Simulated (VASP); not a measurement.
# As (Cmce) in VASP: further runs, part 2 of 2

VASP 6.6.1. Earlier steps stand in the parts before.

### 4 Relaxation of cell and atoms, LDA

Contents of INCAR:

```
SYSTEM = As
ALGO = Normal
EDIFF = 1E-6
EDIFFG = -0.01
ENCUT = 600
GGA = CA
IBRION = 2
ISIF = 3
ISMEAR = 1
KPAR = 2
LASPH = .True.
LCHARG = .False.
LREAL = .False.
LWAVE = .False.
NELM = 80
NSW = 90
PREC = Accurate
SIGMA = 0.1
```

Contents of KPOINTS:

```
k-points
0
Gamma
  12 12 8
  0 0 0
```

Contents of POSCAR:

```
As
1.0
    1.8250000000     -5.5000000000      0.0000000000
    1.8250000000      5.5000000000      0.0000000000
    0.0000000000      0.0000000000      4.4700000000
As
4
Direct
    0.1100000000      0.8900000000      0.0600000000
    0.6100000000      0.3900000000      0.4400000000
    0.8900000000      0.1100000000      0.9400000000
    0.3900000000      0.6100000000      0.5600000000
```

Potentials or basis: VASP PAW LDA potentials, release 64 (As).

Command:

```console
cat potpaw_LDA.64/As/POTCAR > POTCAR
mpirun -np 2 vasp_std > vasp.out
```

OUTCAR:

```text
SYSTEM = As
   EDIFF = 1E-6
   EDIFFG = -0.01
   ENCUT = 600
   GGA = CA
   IBRION = 2
   ISIF = 3
   ISMEAR = 1
   LASPH = .True.
   LREAL = .False.
   NELM = 80
   NSW = 90
   PREC = Accurate

 ion  position               nearest neighbor table
   1  0.110  0.890  0.060-   3 2.48   2 2.49   2 2.49
   2  0.610  0.390  0.440-   4 2.48   1 2.49   1 2.49
   3  0.890  0.110  0.940-   1 2.48   4 2.49   4 2.49
   4  0.390  0.610  0.560-   2 2.48   3 2.49   3 2.49

  LATTYP: Found a base centered orthorhombic cell.
 ALAT       =     3.6500000000
 B/A-ratio  =     3.0136986301
 C/A-ratio  =     1.2246575342

  Lattice vectors:

 A1 = (   1.8250000000,  -5.5000000000,   0.0000000000)
 A2 = (   1.8250000000,   5.5000000000,   0.0000000000)
 A3 = (   0.0000000000,   0.0000000000,   4.4700000000)

Analysis of symmetry for initial positions (statically):
=====================================================================
 Subroutine PRICEL returns:
 Original cell was already a primitive cell.

 Routine SETGRP: Setting up the symmetry group for a
 base centered orthorhombic supercell.

 Subroutine GETGRP returns: Found  8 space group operations
 (whereof  4 operations were pure point group operations)
 out of a pool of  8 trial point group operations.

The static configuration has the point symmetry C_2h.
 The point group associated with its full space group is D_2h.

[... 180 lines left out ...]
      2      -7.2502      2.00000
      3      -4.6416      2.00000
      4      -1.2888      2.00000
      5      -1.2751      2.00000
      6       0.4717      2.00000
      7       1.7652      2.00000
      8       2.5397      2.00000
      9       2.9223      2.00000
     10       3.7300      2.00000
     11       6.7207     -0.00000
     12       6.7820     -0.00000
     13       7.2617      0.00000
     14       8.1407      0.00000
[... 498 lines left out ...]
  FREE ENERGIE OF THE ION-ELECTRON SYSTEM (eV)
  ---------------------------------------------------
  free  energy   TOTEN  =       -21.3326148509 eV

  energy  without entropy=      -21.3324364101  energy(sigma->0) =      -21.33255537

[... ionic steps 4 to 13 ...]

--------------------------------------- Ionic step       14  -------------------------------------------

 number of electron      19.9999999 magnetization

------------------------ aborting loop because EDIFF is reached ----------------------------------------
[... 71 lines left out ...]
--------------------------------------- Ionic step       16  -------------------------------------------

 number of electron      19.9999999 magnetization

 Free energy of the ion-electron system (eV)
  ---------------------------------------------------
  ext. energy  EPLUGINS =         0.00000000
  ---------------------------------------------------
  free energy    TOTEN  =       -21.36138434 eV

  energy without entropy =      -21.36143063  energy(sigma->0) =      -21.36139977

 E-fermi :   5.3420     XC(G=0): -10.2644

 val. band max:        5.3300211216   @ k =   0.5000   0.5000   0.3750
 cond. band min:       5.3468158273   @ k =   0.5000   0.5000   0.0000
 fundamental gap:      0.0167947057
 Fermi energy:         5.3419506866

 k-point     1 :       0.0000    0.0000    0.0000
  band No.  band energies     occupation
      1      -9.6468      2.00000
      2      -6.5932      2.00000
      3      -3.7366      2.00000
      4      -1.0104      2.00000
      5      -0.4659      2.00000
      6       1.0238      2.00000
      7       1.9225      2.00000
      8       2.9690      2.00000
      9       3.3383      2.00000
     10       4.5427      2.00000
     11       7.3246     -0.00000
     12       7.8793      0.00000
     13       7.8914      0.00000
     14       9.1074      0.00000
[... 422 lines left out ...]
  FREE ENERGIE OF THE ION-ELECTRON SYSTEM (eV)
  ---------------------------------------------------
  free  energy   TOTEN  =       -21.3613843371 eV

  energy  without entropy=      -21.3614306321  energy(sigma->0) =      -21.36139977

 reached required accuracy - stopping structural energy minimisation
```

CONTCAR:

```text
As
   1.00000000000000
     1.8637239703982766   -5.3762908525989106   -0.0000000000000000
     1.8637239703982766    5.3762908525989106    0.0000000000000000
     0.0000000000000000    0.0000000000000000    4.2054763784184885
  As
     4
Direct
     0.1131798162975314    0.8868201837024686    0.0527984822644679
     0.6131798162975314    0.3868201837024686    0.4472015177355322
     0.8868201837024686    0.1131798162975314    0.9472015177355321
     0.3868201837024686    0.6131798162975314    0.5527984822644679

  0.00000000E+00  0.00000000E+00  0.00000000E+00
  0.00000000E+00  0.00000000E+00  0.00000000E+00
  0.00000000E+00  0.00000000E+00  0.00000000E+00
  0.00000000E+00  0.00000000E+00  0.00000000E+00
```

Wall time 14 min (2 MPI ranks of AMD EPYC 9R45 (Zen 5), shared host); peak memory 0.41 GiB.

Results:

- Free energy: -21.3614 eV
- Relaxed volume: 21.07 Å³/atom
- Relaxed cell: a = 5.690 Å, b = 5.690 Å, c = 4.205 Å, α = 90.00°, β = 90.00°, γ = 141.76°
- Space group after relaxing (to 0.05 Å): Cmce (No. 64)
- Energy gained by relaxing: 10.1 meV/atom
- Ionic steps: 16
- Pressure after relaxing: 0.0 GPa
- Largest force after relaxing: 0.009 eV/Å
- Band gap on the k mesh: none (metal or under the smearing width)

Forces in eV/Å, atoms in the order of the input:
```
As   0.000  0.008  0.004
As   0.000  0.008 -0.004
As   0.000 -0.008 -0.004
As   0.000 -0.008  0.004
```

Step by step:
```
step  energy change (eV)  largest force (eV/Å)  pressure (GPa)  volume (Å³)
   1              0.0000                0.1459           -1.48        89.74
   2             -0.0092                0.2550            0.91        87.06
   3             -0.0118                0.1489            0.12        87.89
   4             -0.0183                0.1332            0.02        87.53
   5             -0.0309                0.1459           -0.23        86.41
   6             -0.0182                0.3127           -0.52        84.07
   7             -0.0328                0.1813           -0.31        85.83
   8             -0.0373                0.0624           -0.13        85.05
   9             -0.0374                0.0422           -0.09        84.88
  10             -0.0390                0.0297           -0.01        84.55
  11             -0.0397                0.0415            0.10        84.11
  12             -0.0401                0.0313            0.01        84.18
  13             -0.0403                0.0381           -0.09        84.26
  14             -0.0405                0.0118            0.06        84.18
  15             -0.0405                0.0066            0.09        84.16
  16             -0.0406                0.0085            0.01        84.28
```

Final structure:
```cif
data_structure
_symmetry_space_group_name_H-M 'P 1'
_symmetry_Int_Tables_number 1
_cell_length_a 5.6902
_cell_length_b 5.6902
_cell_length_c 4.2055
_cell_angle_alpha 90.000
_cell_angle_beta 90.000
_cell_angle_gamma 141.762
_cell_volume 84.28
loop_
_atom_site_label
_atom_site_type_symbol
_atom_site_fract_x
_atom_site_fract_y
_atom_site_fract_z
_atom_site_occupancy
As1 As 0.11318 0.88682 0.05280 1
As2 As 0.61318 0.38682 0.44720 1
As3 As 0.88682 0.11318 0.94720 1
As4 As 0.38682 0.61318 0.55280 1
```

Levels at points of the mesh, in eV from the Fermi level:
| k point | band 6 | band 7 | band 8 | band 9 | band 10 | band 11 | band 12 | band 13 | band 14 |
| --- | --- | --- | --- | --- | --- | --- | --- | --- | --- |
| (0.00, 0.00, 0.00) | -4.32 | -3.42 | -2.37 | -2.00 | -0.80 | 1.98 | 2.54 | 2.55 | 3.77 |
| (0.50, 0.00, 0.00) | -3.58 | -2.32 | -2.32 | -2.05 | -2.05 | 0.77 | 0.77 | 1.29 | 1.29 |
| (0.50, 0.50, 0.00) | -4.18 | -3.91 | -1.76 | -1.54 | -0.60 | 0.00 | 2.01 | 2.36 | 3.29 |
| (0.00, 0.00, 0.50) | -4.48 | -2.13 | -2.13 | -0.53 | -0.53 | 0.81 | 0.81 | 1.51 | 1.51 |
| (0.50, 0.00, 0.50) | -5.77 | -4.85 | -4.85 | -1.87 | -1.87 | 1.93 | 1.93 | 5.47 | 5.47 |
| (0.50, 0.50, 0.50) | -2.30 | -1.66 | -1.66 | -1.13 | -1.13 | 1.37 | 1.37 | 1.85 | 1.85 |

LDA usually gives volumes a few per cent too small. Zero-point motion and thermal expansion aren't in these numbers.
